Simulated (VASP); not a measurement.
# Mo (Im-3m) in VASP: notebook

The runs below take Mo through single point, with PBE.

Program: VASP 6.6.1. These are calculated values, not measurements. Logs are shortened: lines on timing, memory, paths and dates and some standing lists are left out, and cuts for length are marked.

## Step 1: Starting point

It takes space group Im-3m (No. 229, cubic). Conventional cell: a = 3.168 Å, b = 3.168 Å, c = 3.168 Å, α = 90.00°, β = 90.00°, γ = 90.00°. Mo (site symmetry m-3m) has 8 Mo at 2.74 Å as nearest neighbours.

## Step 2: Single point, PBE

File INCAR:

```
ADDGRID = F
ALGO = Normal
EDIFF = 1E-7
ENCUT = 450
GGA = PE
ISIF = 2
ISMEAR = 1
LASPH = T
LCHARG = F
LREAL = F
LWAVE = F
NBANDS = 13
NELM = 100
PREC = Accurate
SIGMA = 0.05
```

File KPOINTS:

```
k-points
0
Gamma
  15 15 15
```

File POSCAR:

```
Mo
1.0
   -1.5838089719      1.5838089719      1.5838089719
    1.5838089719     -1.5838089719      1.5838089719
    1.5838089719      1.5838089719     -1.5838089719
Mo
1
Direct
    0.0000000000      0.0000000000      0.0000000000
```

Potentials or basis: VASP PAW PBE potentials, release 64 (Mo_sv).

The run is started by

```sh
$ cat potpaw_PBE.64/Mo_sv/POTCAR > POTCAR
$ mpirun -np 1 vasp_std > vasp.out
```

OUTCAR:

```text
EDIFF = 1E-7
   ENCUT = 450
   GGA = PE
   ISIF = 2
   ISMEAR = 1
   LASPH = T
   LREAL = F
   NELM = 100
   PREC = Accurate

 Found    120 irreducible k-points:

 Following reciprocal coordinates:
            Coordinates               Weight
  0.000000  0.000000  0.000000      1.000000
  0.066667  0.000000  0.000000     12.000000
  0.133333  0.000000  0.000000     12.000000
  0.200000  0.000000  0.000000     12.000000
  0.266667  0.000000  0.000000     12.000000
  0.333333  0.000000  0.000000     12.000000
   k-points           NKPTS =    120   k-points in BZ     NKDIM =    120   number of bands    NBANDS=     13
   number of dos      NEDOS =    301   number of ions     NIONS =      1
   total plane-waves  NPLWV =   8000
   dimension x,y,z NGX =    20 NGY =   20 NGZ =   20
   dimension x,y,z NGXF=    40 NGYF=   40 NGZF=   40
   ions per type =               1
   NGX,Y,Z   is equivalent  to a cutoff of  12.12, 12.12, 12.12 a.u.
   NGXF,Y,Z  is equivalent  to a cutoff of  24.24, 24.24, 24.24 a.u.
 SYSTEM =  unknown system
   PREC   = accura    normal or accurate (medium, high low for compatibility)
   ISTART =      0    job   : 0-new  1-cont  2-samecut
   ICHARG =      2    charge: 1-file 2-atom 10-const
   ISPIN  =      1    spin polarized calculation?
   LNONCOLLINEAR =      F non collinear calculations
   LSORBIT =      F    spin-orbit coupling
   LASPH  =      T    aspherical Exc in radial PAW
   ENCUT  =  450.0 eV  33.07 Ry    5.75 a.u.   4.74  4.74  4.74*2*pi/ulx,y,z
   NELM   =    100;   NELMIN=  2; NELMDL= -5     # of ELM steps
   EDIFF  = 0.1E-06   stopping-criterion for ELM
   LREAL  =      F    real-space projection
   EDIFFG = 0.1E-05   stopping-criterion for IOM
   NSW    =      0    number of steps for IOM
   IBRION =     -1    ionic relax: 0-MD 1-quasi-New 2-CG
   NFREE  =      0    steps in history (QN), initial steepest desc. (CG)
   ISIF   =      2    stress and relaxation
   ISYM   =      2    0-nonsym 1-usesym 2-fastsym
   POTIM  = 0.5000    time-step for ionic-motion
   TEBEG  =    0.0;   TEEND  =   0.0 temperature during run
   PSTRESS=    0.0 pullay stress
   NELECT =      14.0000    total number of electrons
   NUPDOWN=      -1.0000    fix difference up-down
   EMIN   =  10.00;   EMAX   =-10.00  energy-range for DOS
   EFERMI =   0.00;   METHOD = LEGACY
   ISMEAR =     1;   SIGMA  =   0.05  broadening in eV -4-tet -1-fermi 0-gaus
   EFERMI_NEDOS =   21; number of points for ismear=-14 and -15
   IALGO  =     38    algorithm
   IMIX   =      4    mixing-type and parameters
     AMIX     =   0.40;   BMIX     =  1.00
     AMIX_MAG =   1.60;   BMIX_MAG =  1.00
  volume/ion in A,a.u.               =      15.89       107.24
  Fermi-wavevector in a.u.,A,eV,Ry     =   1.569380  2.965698 33.510508  2.462953
  Thomas-Fermi vector in A             =   2.671271
   LORBIT       =      0    0 simple, 1 ext, 2 COOP (PROOUT), +10 PAW based schemes
   GGA     = PE    functional components
   LHFCALC =     F    Hartree Fock is set to
   AEXX    =    0.0000 exact exchange contribution
   IVDW    =     0    specifies the selected vdW correction
   LEPSILON=     F    determine dielectric tensor
   LRPA    =     F    only Hartree local field effects (RPA)
 non-spin polarized calculation
 Methfessel and Paxton  Order N= 1 SIGMA  =   0.05
  energy-cutoff  :      450.00
  volume of cell :       15.89
 maximum number of plane-waves:       370
   NGX =  9   NGY =  9   NGZ =  9

 number of electron      14.0000005 magnetization

 Free energy of the ion-electron system (eV)
  ---------------------------------------------------
  ext. energy  EPLUGINS =         0.00000000
  ---------------------------------------------------
  free energy    TOTEN  =       -10.93204179 eV

  energy without entropy =      -10.93195035  energy(sigma->0) =      -10.93201131

 E-fermi :  12.2634     XC(G=0): -13.2991

 val. band max:       12.2520884865   @ k =  -0.1333   0.1333   0.1333
 cond. band min:      12.2863283043   @ k =   0.0667   0.0667   0.0667
 fundamental gap:      0.0342398178
 Fermi energy:        12.2633988536

 k-point     1 :       0.0000    0.0000    0.0000
  band No.  band energies     occupation
      1     -48.9586      2.00000
      2     -22.2622      2.00000
      3     -22.2622      2.00000
      4     -22.2622      2.00000
      5       5.1489      2.00000
      6      10.9921      2.00000
      7      10.9921      2.00000
      8      10.9921      2.00000
      9      13.9568      0.00000
     10      13.9568      0.00000
     11      27.1366      0.00000
     12      27.1366      0.00000
     13      27.1366      0.00000

 k-point     2 :       0.0667    0.0000    0.0000
  band No.  band energies     occupation
      1     -48.9481      2.00000
      2     -22.3233      2.00000
      3     -22.2810      2.00000
      4     -22.2624      2.00000
      5       5.3419      2.00000
      6      10.8842      2.00000
      7      10.9740      2.00000
      8      11.1724      2.00000
      9      13.8005      0.00000
     10      13.9600      0.00000
     11      27.2783      0.00000
     12      27.4616      0.00000
     13      27.5057      0.00000

 k-point     3 :       0.1333    0.0000    0.0000
  band No.  band energies     occupation
      1     -48.9183      2.00000
      2     -22.4946      2.00000
      3     -22.3343      2.00000
      4     -22.2637      2.00000
      5       5.8801      2.00000
      6      10.5938      2.00000
      7      10.8885      2.00000
      8      11.7027      2.00000
      9      13.5020      0.00000
     10      13.9792      0.00000
     11      27.5668      0.00000
     12      28.3272      0.00000
     13      28.3976      0.00000

 k-point     4 :       0.2000    0.0000    0.0000
  band No.  band energies     occupation
      1     -48.8742      2.00000
      2     -22.7414      2.00000
      3     -22.4121      2.00000
      4     -22.2655      2.00000
      5       6.6154      2.00000
      6      10.1993      2.00000
      7      10.7499      2.00000
      8      12.5492     -0.00000
      9      13.3665      0.00000
     10      14.0360      0.00000
     11      27.5498      0.00000
     12      28.7694      0.00000
     13      29.8485      0.00000

 k-point     5 :       0.2667    0.0000    0.0000
  band No.  band energies     occupation
      1     -48.8232      2.00000
      2     -23.0173      2.00000
      3     -22.5002      2.00000
      4     -22.2677      2.00000
      5       7.2210      2.00000
      6       9.7860      2.00000
      7      10.8683      2.00000
      8      13.4877      0.00000
      9      13.6485      0.00000
     10      14.1461      0.00000
     11      26.8369      0.00000
     12      28.0316      0.00000
     13      31.6904      0.00000

 k-point     6 :       0.3333    0.0000    0.0000
  band No.  band energies     occupation
      1     -48.7739      2.00000
      2     -23.2741      2.00000
      3     -22.5832      2.00000
      4     -22.2698      2.00000
      5       7.3759      2.00000
      6       9.4231      2.00000
      7      11.6100      2.00000
      8      13.7513      0.00000
      9      14.3026      0.00000
     10      14.8887      0.00000
     11      25.7757      0.00000
     12      26.4986      0.00000
     13      33.0130      0.00000

 [... further k-points ...]

------------------------ aborting loop because EDIFF is reached ----------------------------------------

  FORCE on cell =-STRESS in cart. coord.  units (eV):
  Direction    XX          YY          ZZ          XY          YZ          ZX
  --------------------------------------------------------------------------------------
  -------------------------------------------------------------------------------------
  Total       -0.1115713     -0.1115713     -0.1115713      0.0000000      0.0000000      0.0000000
  in kB      -11.2485013    -11.2485013    -11.2485013      0.0000000      0.0000000      0.0000000
  external PRESSURE =     -11.2485013 kB  Pullay stress =       0.0000000 kB

 VOLUME and BASIS-vectors are now :
 -----------------------------------------------------------------------------
  energy-cutoff  :      450.00
  volume of cell :       15.89
      direct lattice vectors                 reciprocal lattice vectors
    -1.583808972  1.583808972  1.583808972     0.000000000  0.315694638  0.315694638
     1.583808972 -1.583808972  1.583808972     0.315694638  0.000000000  0.315694638
     1.583808972  1.583808972 -1.583808972     0.315694638  0.315694638  0.000000000

 POSITION                                       TOTAL-FORCE (eV/Angst)
 -----------------------------------------------------------------------------------
      0.00000      0.00000      0.00000        -0.000000      0.000000      0.000000
 -----------------------------------------------------------------------------------
    total drift:                                0.000000     -0.000000      0.000000

  FREE ENERGIE OF THE ION-ELECTRON SYSTEM (eV)
  ---------------------------------------------------
  free  energy   TOTEN  =       -10.9320417872 eV

  energy  without entropy=      -10.9319503547  energy(sigma->0) =      -10.93201131
```

It took 7.8 s on 1 thread of Intel Xeon 6975P-C (Granite Rapids), shared host; peak memory 0.13 GiB.

The run converged, but some of its settings lie outside the range that counts as converged, so its numbers aren't taken as properties of the crystal.

What came out:

```yaml
Free_energy: -10.9320 eV
Pressure: -1.1 GPa
Band_gap_on_the_k_mesh: none (metal or under the smearing width)
```

## Step 3: Single point, PBE

INCAR is that of step 2.

KPOINTS is that of step 2.

File POSCAR:

```
Mo
1.0
   -1.6018940000      1.6123050000      1.5868230000
    1.5840600000     -1.5829550000      1.5396390000
    1.5998790000      1.5809390000     -1.5574730000
Mo
1
Direct
   -0.0100820000     -0.0008690000      0.0196120000
```

Potentials or basis: VASP PAW PBE potentials, release 64 (Mo_sv).

The run is started by

```sh
$ cat potpaw_PBE.64/Mo_sv/POTCAR > POTCAR
$ mpirun -np 1 vasp_std > vasp.out
```

It took 83 s on 1 thread of Intel Xeon 6975P-C (Granite Rapids), shared host; peak memory 0.36 GiB.

These settings aren't checked as converged: the numbers below hold their error.

What came out:

```yaml
Free_energy: -10.9263 eV
Pressure: -1.1 GPa
Band_gap_on_the_k_mesh: none (metal or under the smearing width)
```

## Step 4: Single point, PBE

INCAR, as its differences from that of step 3:

```diff
@@ -14,2 +14,2 @@
 PREC = Accurate
-SIGMA = 0.05
+SIGMA = 0.02
```

KPOINTS is that of step 3.

File POSCAR:

```
Mo
1.0
   -1.5838089719      1.5838089719      1.5838089719
    1.5838089719     -1.5838089719      1.5838089719
    1.5838089719      1.5838089719     -1.5838089719
Mo
1
Direct
    0.0000000000      0.0000000000      0.0000000000
```

Potentials or basis: VASP PAW PBE potentials, release 64 (Mo_sv).

The run is started by

```sh
$ cat potpaw_PBE.64/Mo_sv/POTCAR > POTCAR
$ mpirun -np 1 vasp_std > vasp.out
```

OUTCAR:

```text
EDIFF = 1E-7
   ENCUT = 450
   GGA = PE
   ISIF = 2
   ISMEAR = 1
   LASPH = T
   LREAL = F
   NELM = 100
   PREC = Accurate

 Found    120 irreducible k-points:

 Following reciprocal coordinates:
            Coordinates               Weight
  0.000000  0.000000  0.000000      1.000000
  0.066667  0.000000  0.000000     12.000000
  0.133333  0.000000  0.000000     12.000000
  0.200000  0.000000  0.000000     12.000000
  0.266667  0.000000  0.000000     12.000000
  0.333333  0.000000  0.000000     12.000000
   k-points           NKPTS =    120   k-points in BZ     NKDIM =    120   number of bands    NBANDS=     13
   number of dos      NEDOS =    301   number of ions     NIONS =      1
   total plane-waves  NPLWV =   8000
   dimension x,y,z NGX =    20 NGY =   20 NGZ =   20
   dimension x,y,z NGXF=    40 NGYF=   40 NGZF=   40
   ions per type =               1
   NGX,Y,Z   is equivalent  to a cutoff of  12.12, 12.12, 12.12 a.u.
   NGXF,Y,Z  is equivalent  to a cutoff of  24.24, 24.24, 24.24 a.u.
 SYSTEM =  unknown system
   PREC   = accura    normal or accurate (medium, high low for compatibility)
   ISTART =      0    job   : 0-new  1-cont  2-samecut
   ICHARG =      2    charge: 1-file 2-atom 10-const
   ISPIN  =      1    spin polarized calculation?
   LNONCOLLINEAR =      F non collinear calculations
   LSORBIT =      F    spin-orbit coupling
   LASPH  =      T    aspherical Exc in radial PAW
   ENCUT  =  450.0 eV  33.07 Ry    5.75 a.u.   4.74  4.74  4.74*2*pi/ulx,y,z
   NELM   =    100;   NELMIN=  2; NELMDL= -5     # of ELM steps
   EDIFF  = 0.1E-06   stopping-criterion for ELM
   LREAL  =      F    real-space projection
   EDIFFG = 0.1E-05   stopping-criterion for IOM
   NSW    =      0    number of steps for IOM
   IBRION =     -1    ionic relax: 0-MD 1-quasi-New 2-CG
   NFREE  =      0    steps in history (QN), initial steepest desc. (CG)
   ISIF   =      2    stress and relaxation
   ISYM   =      2    0-nonsym 1-usesym 2-fastsym
   POTIM  = 0.5000    time-step for ionic-motion
   TEBEG  =    0.0;   TEEND  =   0.0 temperature during run
   PSTRESS=    0.0 pullay stress
   NELECT =      14.0000    total number of electrons
   NUPDOWN=      -1.0000    fix difference up-down
   EMIN   =  10.00;   EMAX   =-10.00  energy-range for DOS
   EFERMI =   0.00;   METHOD = LEGACY
   ISMEAR =     1;   SIGMA  =   0.02  broadening in eV -4-tet -1-fermi 0-gaus
   EFERMI_NEDOS =   21; number of points for ismear=-14 and -15
   IALGO  =     38    algorithm
   IMIX   =      4    mixing-type and parameters
     AMIX     =   0.40;   BMIX     =  1.00
     AMIX_MAG =   1.60;   BMIX_MAG =  1.00
  volume/ion in A,a.u.               =      15.89       107.24
  Fermi-wavevector in a.u.,A,eV,Ry     =   1.569380  2.965698 33.510508  2.462953
  Thomas-Fermi vector in A             =   2.671271
   LORBIT       =      0    0 simple, 1 ext, 2 COOP (PROOUT), +10 PAW based schemes
   GGA     = PE    functional components
   LHFCALC =     F    Hartree Fock is set to
   AEXX    =    0.0000 exact exchange contribution
   IVDW    =     0    specifies the selected vdW correction
   LEPSILON=     F    determine dielectric tensor
   LRPA    =     F    only Hartree local field effects (RPA)
 non-spin polarized calculation
 Methfessel and Paxton  Order N= 1 SIGMA  =   0.02
  energy-cutoff  :      450.00
  volume of cell :       15.89
 maximum number of plane-waves:       370
   NGX =  9   NGY =  9   NGZ =  9

 number of electron      14.0000005 magnetization

 Free energy of the ion-electron system (eV)
  ---------------------------------------------------
  ext. energy  EPLUGINS =         0.00000000
  ---------------------------------------------------
  free energy    TOTEN  =       -10.93205744 eV

  energy without entropy =      -10.93209811  energy(sigma->0) =      -10.93207099

 E-fermi :  12.2559     XC(G=0): -13.2992

 val. band max:       12.2517531177   @ k =  -0.1333   0.1333   0.1333
 cond. band min:      12.2857698944   @ k =   0.0667   0.0667   0.0667
 fundamental gap:      0.0340167766
 Fermi energy:        12.2559248567

 k-point     1 :       0.0000    0.0000    0.0000
  band No.  band energies     occupation
      1     -48.9595      2.00000
      2     -22.2630      2.00000
      3     -22.2630      2.00000
      4     -22.2630      2.00000
      5       5.1489      2.00000
      6      10.9916      2.00000
      7      10.9916      2.00000
      8      10.9916      2.00000
      9      13.9564      0.00000
     10      13.9564      0.00000
     11      27.1366      0.00000
     12      27.1366      0.00000
     13      27.1366      0.00000
[... 66 lines left out ...]
  band No.  band energies     occupation
      1     -48.7747      2.00000
      2     -23.2749      2.00000
      3     -22.5840      2.00000
      4     -22.2706      2.00000
      5       7.3757      2.00000
      6       9.4227      2.00000
      7      11.6098      2.00000
      8      13.7507      0.00000
      9      14.3021      0.00000
     10      14.8881      0.00000
     11      25.7758      0.00000
     12      26.4983      0.00000
     13      33.0127      0.00000

 [... further k-points ...]

------------------------ aborting loop because EDIFF is reached ----------------------------------------

  FORCE on cell =-STRESS in cart. coord.  units (eV):
  Direction    XX          YY          ZZ          XY          YZ          ZX
  --------------------------------------------------------------------------------------
  -------------------------------------------------------------------------------------
  Total       -0.1135981     -0.1135981     -0.1135981      0.0000000      0.0000000     -0.0000000
  in kB      -11.4528447    -11.4528447    -11.4528447      0.0000000      0.0000000     -0.0000000
  external PRESSURE =     -11.4528447 kB  Pullay stress =       0.0000000 kB

 VOLUME and BASIS-vectors are now :
 -----------------------------------------------------------------------------
  energy-cutoff  :      450.00
  volume of cell :       15.89
      direct lattice vectors                 reciprocal lattice vectors
    -1.583808972  1.583808972  1.583808972     0.000000000  0.315694638  0.315694638
     1.583808972 -1.583808972  1.583808972     0.315694638  0.000000000  0.315694638
     1.583808972  1.583808972 -1.583808972     0.315694638  0.315694638  0.000000000

 POSITION                                       TOTAL-FORCE (eV/Angst)
 -----------------------------------------------------------------------------------
      0.00000      0.00000      0.00000        -0.000000      0.000000      0.000000
 -----------------------------------------------------------------------------------
    total drift:                                0.000000     -0.000000      0.000000

  FREE ENERGIE OF THE ION-ELECTRON SYSTEM (eV)
  ---------------------------------------------------
  free  energy   TOTEN  =       -10.9320574371 eV

  energy  without entropy=      -10.9320981095  energy(sigma->0) =      -10.93207099
```

stdout:

```text
POSCAR found type information on POSCAR Mo
 POSCAR found :  1 types and       1 ions
 scaLAPACK will be used
 LDA part: xc-table for (Slater+PW92), standard interpolation
 POSCAR, INCAR and KPOINTS ok, starting setup
 FFT: planning ... GRIDC
 FFT: planning ... GRID_SOFT
 FFT: planning ... GRID
 WAVECAR not read
 entering main loop
```

Run time: 8.5 s. Hardware: 1 thread of Intel Xeon 6975P-C (Granite Rapids), shared host; peak memory 0.13 GiB.

These settings aren't checked as converged: the numbers below hold their error.

What came out:

* Free energy: -10.9321 eV
* Pressure: -1.1 GPa
* Band gap on the k mesh: none (metal or under the smearing width)

## Step 5: Single point, PBE

INCAR is that of step 4.

KPOINTS is that of step 4.

File POSCAR:

```
Mo
1.0
   -1.6018940000      1.6123050000      1.5868230000
    1.5840600000     -1.5829550000      1.5396390000
    1.5998790000      1.5809390000     -1.5574730000
Mo
1
Direct
   -0.0100820000     -0.0008690000      0.0196120000
```

The run is started by

```sh
$ cat potpaw_PBE.64/Mo_sv/POTCAR > POTCAR
$ mpirun -np 1 vasp_std > vasp.out
```

Run time: 1.7 min. Hardware: 1 thread of Intel Xeon 6975P-C (Granite Rapids), shared host; peak memory 0.35 GiB.

The run converged, but some of its settings lie outside the range that counts as converged, so its numbers aren't taken as properties of the crystal.

What came out:

| Property | Result |
| --- | --- |
| Free energy | -10.9262 eV |
| Pressure | -1.1 GPa |
| Band gap on the k mesh | none (metal or under the smearing width) |

## Step 6: Single point, PBE

INCAR, as its differences from that of step 5:

```diff
@@ -6,3 +6,3 @@
 ISIF = 2
-ISMEAR = 1
+ISMEAR = -5
 LASPH = T
@@ -14,2 +14,2 @@
 PREC = Accurate
-SIGMA = 0.02
+SIGMA = 0.2
```

KPOINTS is that of step 5.

File POSCAR:

```
Mo
1.0
   -1.5838089719      1.5838089719      1.5838089719
    1.5838089719     -1.5838089719      1.5838089719
    1.5838089719      1.5838089719     -1.5838089719
Mo
1
Direct
    0.0000000000      0.0000000000      0.0000000000
```

Potentials or basis: VASP PAW PBE potentials, release 64 (Mo_sv).

The run is started by

```sh
$ cat potpaw_PBE.64/Mo_sv/POTCAR > POTCAR
$ mpirun -np 1 vasp_std > vasp.out
```

Run time: 11 s. Hardware: 1 thread of Intel Xeon 6975P-C (Granite Rapids), shared host; peak memory 0.14 GiB.

The run converged, but some of its settings lie outside the range that counts as converged, so its numbers aren't taken as properties of the crystal.

What came out:

| Quantity | Value |
| --- | --- |
| Free energy | -10.9338 eV |
| Pressure | -1.0 GPa |
| Band gap on the k mesh | none (metal or under the smearing width) |

Caveat: tetrahedron occupations give inexact forces and stress in metals.
